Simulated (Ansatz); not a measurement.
# Zr in Ansatz: reference runs

How does Zr come out in PBE? The cell is run as given.

Program: Ansatz 0.2.0. These are calculated values, not measurements. Logs are shortened: lines on timing, memory, paths and dates and some standing lists are left out, and cuts for length are marked.

### Step 1. The cell of the first run

The cell holds a slab with vacuum, 5 atoms: a = 3.135 Å, b = 3.135 Å, c = 25.239 Å, α = 90.00°, β = 90.00°, γ = 109.47°.

### Step 2. Single point, PBE (the (1 1 0) slab of Zr, cut from the database cell, not relaxed)

The input, input.yaml:

```yaml
crystal:
  lattice:
    - [3.1350119617, 0.0, 0.0]
    - [-1.0450039872, 2.955717623, 0.0]
    - [0.0, 0.0, 25.2389061916]
  atoms:
    - { symbol: Zr, position: [0.5, 0.5, 0.2971602629] }
    - { symbol: Zr, position: [0.0, 0.0, 0.3985801315] }
    - { symbol: Zr, position: [0.5, 0.5, 0.5] }
    - { symbol: Zr, position: [0.0, 0.0, 0.6014198685] }
    - { symbol: Zr, position: [0.5, 0.5, 0.7028397371] }
hamiltonian:
  xc: pbe
  pseudopotentials: { kind: paw }
kpoints:
  mp_grid: { grid: [9, 9, 1] }
scf:
  occupations: { method: fermi_dirac, width: 0.05 }
output:
  forces: true
  eigenvalues: true
  write_density: true
  write_potential: true
  elf: true
  volumetric_format: npy
efield:
  axis: 3
  dipole_correction: true
  ramp_width: 0.04
```

Potentials or basis: Ansatz PAW.

Started as:

```bash
$ ansatz run input.yaml --threads 4 --pin off --max-ram 11264MiB --backend cpu --events-out ev --progress --plain --runs-dir out
```

The program printed:

```text
Warning: RAYON_NUM_THREADS=4 ignored (pool sized by the plan → 4); use --threads N
Engine: ansatz 0.2.0, aarch64-unknown-linux-gnu
Pseudopotentials: kind: paw
Pseudopotential: Zr, paw, valence charge 12, recommended cutoff 420 eV (normal), Zr.paw.azcp
Functional definition: PBE
  parameter kappa = 0.804
  parameter beta = 0.06672455060314922
  exchange = pbe_x(kappa = kappa, mu = beta*pi^2/3)
  correlation = pbe_c(beta = beta)
Crystal: 5 atoms, lattice volume = 233.869 Å³
Basis set: ecut = 420 eV, 4571 PW (Γ), exchange–correlation on 48×48×360 points (8 copies of the dense FFT grid, shifted against one another)
Bands: 36, of which v1, the nominal top of the filled ones, is band 30 counted from 1 (29 counted from 0)
Symmetry: 4 space group operations
k-points: 25 of 81
Non-local potential: Zr, projectors of the file, l = 0: 3, l = 1: 2, l = 2: 2, l = 3: 2
PAW form: soft (Blöchl's): semilocal exchange-correlation on the pseudo side does not see the compensation charge
PAW one-centre angular grid: Zr, 590 points (default); XC on 64 Gauss nodes
Initial density: superposition of atomic densities (neutral atoms: chi_scale 0, normalization atom), corrected by the library's trained network
Initial wavefunctions: pseudopotential atomic-orbital guess
Functional: x = pbe(κ = 0.804, μ = 0.2195149727645171), c = pbe(β = 0.06672455060314922)
SCF iter   1: F=—  HF=-20916.943559 eV  |F-HF|=—  |Δ(HF+E_count)|=         —  Δρ=3.30e-3  dr2=3.89e-1  ethr=1.77e-3  p=0.000 e·Å  D=4.76e-14 V/Å  ΔV_dip=-0.00 eV  dr2_dipole=5.59e-6  V_vac-E_F(+/−)=3.97/3.97 eV  ⟨swp⟩=7.2  Hψ=4000  notcnv=0
efield: sawtooth ramp at fractional position 0.9800 (placed from the atoms, in the widest stretch of the axis that holds none; the zero of the levels goes with the place), width 0.0400; the density the first Hamiltonian is built on has a dipole p = 0.000 e·Å; the dipole correction subtracts the counter field D = 4.76e-14 V/Å, which shifts the + side's vacuum level by -0.00 eV against the − side's; the planar-averaged density in the ramp window peaks in size at 8.8e-5 e/Å³
preconditioner: auto → LDOS  [metal: Δε(μ)=0.004 eV  Ē_g=2.104 eV  σ=0.050 eV  W_gap=0.02  n_scr=28 (ndim 8)  ℏωp=10.9 eV  f_vac=0.421  D(μ)=11.76/eV (n_scr^D=122)  β→1.0]
SCF iter   2: F=—  HF=-20916.940995 eV  |F-HF|=—  |Δ(HF+E_count)|=   2.56e-3  Δρ=8.88e-4  dr2=1.78e-3  ethr=6.49e-4  p=-0.000 e·Å  D=-7.10e-5 V/Å  ΔV_dip=0.00 eV  dr2_dipole=8.54e-6  V_vac-E_F(+/−)=4.03/4.03 eV  ⟨swp⟩=1.4  Hψ=1112  notcnv=0
SCF iter   3: F=—  HF=-20916.941986 eV  |F-HF|=—  |Δ(HF+E_count)|=   9.91e-4  Δρ=3.01e-4  dr2=6.40e-4  ethr=2.96e-6  p=-0.000 e·Å  D=-2.03e-5 V/Å  ΔV_dip=0.00 eV  dr2_dipole=2.99e-9  V_vac-E_F(+/−)=4.05/4.05 eV  ⟨swp⟩=3.3  Hψ=1960  notcnv=0  defer=1
SCF iter   4: F=—  HF=-20916.941973 eV  |F-HF|=—  |Δ(HF+E_count)|=   1.33e-5  Δρ=1.07e-4  dr2=4.40e-5  ethr=1.07e-6  p=-0.000 e·Å  D=-2.59e-5 V/Å  ΔV_dip=0.00 eV  dr2_dipole=2.06e-7  V_vac-E_F(+/−)=4.05/4.05 eV  ⟨swp⟩=2.5  Hψ=1430  notcnv=0  defer=1
SCF iter   5: F=—  HF=-20916.941811 eV  |F-HF|=—  |Δ(HF+E_count)|=   1.61e-4  Δρ=2.46e-5  dr2=4.91e-6  ethr=7.33e-8  p=-0.000 e·Å  D=-1.08e-5 V/Å  ΔV_dip=0.00 eV  dr2_dipole=6.66e-9  V_vac-E_F(+/−)=4.06/4.06 eV  ⟨swp⟩=2.9  Hψ=1715  notcnv=0  defer=1
SCF iter   6: F=—  HF=-20916.941812 eV  |F-HF|=—  |Δ(HF+E_count)|=   4.35e-7  Δρ=8.60e-6  dr2=7.73e-7  ethr=8.18e-9  p=-0.000 e·Å  D=-7.94e-6 V/Å  ΔV_dip=0.00 eV  dr2_dipole=1.86e-9  V_vac-E_F(+/−)=4.06/4.06 eV  ⟨swp⟩=2.2  Hψ=1314  notcnv=0  defer=1
SCF iter   7: F=—  HF=-20916.941812 eV  |F-HF|=—  |Δ(HF+E_count)|=   6.63e-8  Δρ=4.13e-6  dr2=1.27e-7  ethr=1.29e-9  p=-0.000 e·Å  D=-3.13e-6 V/Å  ΔV_dip=0.00 eV  dr2_dipole=1.38e-9  V_vac-E_F(+/−)=4.06/4.06 eV  ⟨swp⟩=2.2  Hψ=1297  notcnv=0  defer=1
SCF iter   8: F=-20916.941812 eV  HF=-20916.941812 eV  |F-HF|=9.67e-9  |Δ(HF+E_count)|=   1.17e-9  Δρ=1.65e-6  dr2=2.87e-8  ethr=1.67e-10  p=-0.000 e·Å  D=-1.55e-6 V/Å  ΔV_dip=0.00 eV  dr2_dipole=1.31e-14  V_vac-E_F(+/−)=4.06/4.06 eV  ⟨swp⟩=12.1  Hψ=6927  notcnv=0
SCF 1 converged in 8 iterations: F = -20916.941812 eV  dr2 = 2.87e-8
WARN: The output density's exchange-correlation potential varies sharply where the density is thin. Do not read a vacuum level from v_tot or v_xc, or from such a field of the output density. On a cell that repeats whose density bears no net charge and no dipole along the vacuum's axis use v_es (v_loc + v_h of the components); under efield.dipole_correction with no amplitude use v_es + v_field, which holds any external_charges[].barrier, or the levels of the report's work_function block, which leave it out; under a non-zero efield.amplitude the vacuum is tilted and has no level; on a cell that repeats and bears such a dipole with no correction it is tilted too, and efield.dipole_correction with no amplitude gives each side of its ramp a level where efield: is served; in a cell that repeats whose density bears a net charge (total_charge, or a fill off its count) it is curved and has none; of a slab under crystal.periodic whose density bears no net charge use v_es, which has a level on each side, short of where the two are joined; of another it falls or rises all the way out and has none; of a slab beside external_charges read slab_vacuum_level instead, which it has where they leave it neutral. The grid or the basis barely resolves most such structure, and the values can differ between equally converged runs; as a rule a tighter scf.convergence.dr2_threshold does not remove it. Where the density itself ripples (under the LDA too) a higher basis.ecutwfc lessens it. The files hold the spikes' plane waves up to the density's cutoff. Files: v_tot_of_output_density and the like, and their columns of v_z.tsv (output.write_potential); v_xc_of_output_density and the like, and their columns of v_comp_z.tsv (output.write_potential_components). Measured: with its Gaussian average of σ = 0.25 Å subtracted twice, the exchange-correlation potential is over 0.1 eV at 742 of the grid points where the equally averaged density (valence and model cores) is under 1e-3 e/Å³, and 1.09 eV at the most among them, at an averaged density of 2.3e-7 e/Å³. The input density's (outcome.potential() and, of a run that writes arrays, v_tot and v_xc) is over 0.1 eV, so measured, at 2 points of its own thin density, 0.118 eV at the most. See output.write_potential in the manual, Limitations
SCF converged after 8 iterations
Free energy (F): -20916.941812 eV
Harris-Foulkes:  -20916.941812 eV  (|F-HF|=9.67e-9)
Internal energy: -20916.847177 eV  (E = F + TS)
E sigma→0 (E₀):  -20916.894495 eV
Entropy (-TS):   -0.094635 eV (-18.927 meV/atom)
Fermi energy:    4.946546 eV
Dipole field:    D = -0.000001 V/Å  (p = -0.000002 e·Å, saw-weighted, corrected)
Work function:   Φ+ = 4.0602 eV   Φ− = 4.0602 eV
Levels:          The Fermi level and band energies are counted from a zero that moves with the ramp; work functions are not
--- Per-component energies (eV) ---
  E_band       = -1012.169247
  E_kinetic    = 1655.931306
  E_local      = -40082.202124  (includes V_loc(G=0)·N_el)
  E_nonlocal   = 405.255168
  E_hartree    = 19179.630959
  E_xc         = -802.682597
  E_vxc        = -947.181495  (∫ρ·V_xc dr)
  E_paw        = -14771.035915  (= ΣΔE_a)
  E_vpaw       = -403.261383  (= ΣTr[D̂ρ^β])
  E_aug_tail   = 0.000126  (compensation charges beyond the density's cutoff)
  E_efield     = 0.000000  (sawtooth field / dipole correction)
  E_vefield    = 0.000000  (∫n·V_field dr)
  E_ewald      = 13498.255900
  E_smearing   = -0.094635  (= −TS)
  E_closure    = -0.000000  (closes the sum)
  Σ components = -20916.941812   (vs F -20916.941812, Δ=0.00e0)
--- Forces (eV/Å), atoms counted from 1 ---
  atom   1  Zr     0.00000000     0.00000000     0.59140245
  atom   2  Zr     0.00000000     0.00000000    -0.48333359
  atom   3  Zr     0.00000000     0.00000000    -0.00000817
  atom   4  Zr     0.00000000     0.00000000     0.48335301
  atom   5  Zr     0.00000000     0.00000000    -0.59141365
  max |Σ_I F_I| component: 5.81e-8 eV/Å
--- Band table (eV; the first three rows and the last of 25) ---
  k-point 0: bands = ["-43.8833", "-43.8832", "-43.5264", "-43.4707", "-43.4265", "-22.1092", "-22.0762", "-21.7848", "-21.6098", "-21.6089", "-21.4551", "-21.4551", "-21.4500", "-21.3255", "-21.2090", "-21.1936", "-21.1212", "-21.1026", "-21.1019", "-21.0929", "-0.1175", "0.5159", "1.3010", "1.9722", "2.2342", "4.4048", "4.6013", "4.9412", "4.9636", "4.9917", "5.4677", "5.6461", "5.6910", "5.9156", "6.0058", "6.1947"]
  k-point 1: bands = ["-43.8749", "-43.8749", "-43.5155", "-43.4629", "-43.4215", "-22.0874", "-22.0632", "-21.7916", "-21.6680", "-21.6453", "-21.4912", "-21.4906", "-21.4711", "-21.3389", "-21.2769", "-21.1822", "-21.1745", "-21.1379", "-21.1337", "-21.1110", "0.1798", "0.7987", "1.5785", "2.2615", "2.5270", "4.4409", "4.6186", "4.8912", "4.9562", "4.9929", "5.3702", "5.4333", "5.5461", "5.7880", "5.8107", "6.1325"]
  k-point 2: bands = ["-43.8537", "-43.8537", "-43.4868", "-43.4429", "-43.4096", "-22.0369", "-22.0342", "-21.8686", "-21.8433", "-21.7389", "-21.5855", "-21.5328", "-21.5236", "-21.4339", "-21.4105", "-21.3012", "-21.2223", "-21.1822", "-21.1381", "-21.1203", "0.9706", "1.5048", "2.2050", "2.8847", "3.2219", "4.3873", "4.4976", "4.8381", "4.8440", "4.8779", "5.0717", "5.1178", "5.1400", "5.3875", "5.3911", "6.6477"]
  k-point 24: bands = ["-43.7670", "-43.7670", "-43.3969", "-43.3556", "-43.3245", "-22.2026", "-22.2018", "-21.9305", "-21.9157", "-21.9141", "-21.9117", "-21.9017", "-21.8330", "-21.7372", "-21.6432", "-21.6000", "-21.5091", "-21.4072", "-21.3550", "-21.1723", "2.4490", "2.7210", "2.7605", "2.8955", "3.0514", "3.1818", "3.2935", "4.0587", "4.6188", "5.0936", "5.3128", "6.3966", "6.4371", "6.7262", "7.0721", "7.2533"]
```

Run time: 7.2 s. Hardware: 4 threads of Arm Neoverse V1, shared host; peak memory 0.62 GiB.

What came out:

| Quantity | Value |
| --- | --- |
| Free energy | -20916.9418 eV |
| Largest force | 0.591 eV/Å |
| Band gap on the k mesh | none (metal or under the smearing width) |
| Work function of the upper face | 4.06 eV |
| Work function of the lower face | 4.06 eV |
| Dipole across the slab | 0.000 e·Å |

Forces in eV/Å, atoms in the order of the input:
```
Zr   0.000  0.000  0.591
Zr   0.000  0.000 -0.483
Zr   0.000  0.000  0.000
Zr   0.000  0.000  0.483
Zr   0.000  0.000 -0.591
```
